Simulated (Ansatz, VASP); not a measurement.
## One calculation of BaTiO3, two programs

Contents of INCAR:

```
SYSTEM = BaTiO3
ALGO = Normal ; EDIFF = 1E-6
ENCUT = 520 ; GGA = CA
ISIF = 2 ; ISMEAR = -1
LASPH = .TRUE. ; LCHARG = .FALSE.
LREAL = .FALSE. ; LWAVE = .FALSE.
NBANDS = 28 ; NELM = 100
PREC = Accurate ; SIGMA = 0.05
```

File KPOINTS:

```
k-points
0
G
  7 7 7
  0 0 0
```

POSCAR

```
BaTiO3
1.0
    3.9457420220      0.0000000000      0.0000000000
    0.0000000000      3.9457420220      0.0000000000
    0.0000000000      0.0000000000      3.9636960459
Ba Ti O
1 1 3
Direct
    0.0000000000      0.0000000000      0.0000000000
    0.5000000000      0.5000000000      0.4900000000
    0.0000000000      0.5000000000      0.5170000000
    0.5000000000      0.0000000000      0.5170000000
    0.5000000000      0.5000000000      0.0190000000
```

input.yaml

```yaml
crystal:
  lattice:
    - [3.945742022, 0.0, 0.0]
    - [0.0, 3.945742022, 0.0]
    - [0.0, 0.0, 3.9636960459]
  atoms:
    - { symbol: Ba, position: [0.0, 0.0, 0.0] }
    - { symbol: Ti, position: [0.5, 0.5, 0.49] }
    - { symbol: O, position: [0.0, 0.5, 0.517] }
    - { symbol: O, position: [0.5, 0.0, 0.517] }
    - { symbol: O, position: [0.5, 0.5, 0.019] }
kpoints:
  mp_grid: { grid: [7, 7, 7] }
scf:
  occupations: { method: fermi_dirac, width: 0.05 }
hamiltonian:
  xc: lda
  pseudopotentials: { kind: all_electron, lapw: { basis_error: 0.002 } }
output:
  forces: true
  stress: true
  eigenvalues: true
```

Change from the starting cell: volume scaled by 0.96.

Alike in both runs: task single point; functional LDA; k mesh 7 × 7 × 7; occupations fermi-dirac, width 0.05 eV; no spin polarisation.

|  | VASP | Ansatz |
| --- | --- | --- |
| version | VASP 6.6.1 | Ansatz 0.2.0 |
| potentials or method | VASP PAW LDA potentials, release 64 (Ba_sv, Ti_sv, O) | all-electron LAPW, scalar-relativistic |
| plane-wave cutoff (eV) | 520 | see its input |

Ansatz gave:

- gap on the k mesh at the Fermi level (eV): 1.93
- least direct gap on the mesh (eV): 2.04
- pressure (GPa): -1.6
- largest component of the traceless stress (GPa): 0.71
- rms of the force components (eV/Å): 0.054

Q: What did VASP give for the same quantities?

A: gap on the k mesh at the Fermi level (eV): 1.86; least direct gap on the mesh (eV): 2.01; pressure (GPa): 0.8; largest component of the traceless stress (GPa): 0.78; rms of the force components (eV/Å): 0.054.

Atom by atom the forces differ by 0.024 eV/Å (rms over components). Ansatz ran all-electron here, so the differences hold the error of VASP's frozen core and of both bases.

Caveats: spin-orbit coupling is left out, which moves the levels of the heavy elements; an odd mesh through Γ misses points on the zone boundary, where band edges often lie.
